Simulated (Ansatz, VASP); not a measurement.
Two plane-wave programs on BAs

```
B As
1.0
     0.00000    2.38850    2.38850
     2.38850    0.00000    2.38850
     2.38850    2.38850    0.00000
B As
1 1
Direct
  0.00000 0.00000 0.00000
  0.25000 0.25000 0.25000
```

Alike in both runs: task single point; functional LDA; k mesh 8 × 8 × 8; no spin polarisation.

```csv
,VASP,Ansatz
version,VASP 6.6.1,Ansatz 0.2.0
potentials or method,"VASP PAW LDA potentials, release 64 (B, As)","plane waves, PAW"
plane-wave cutoff (eV),520,420
occupations,"gaussian, width 0.01 eV",fixed
valence electrons in the cell,8,18
```

```csv
,VASP,Ansatz,Ansatz less VASP
gap on the k mesh at the Fermi level (eV),1.14,1.14,+0.007
```

The two sets of potentials don't hold the same shells in valence.

A k mesh can miss the band edges. A hybrid or GW would open this gap; LDA tends to underestimate it.
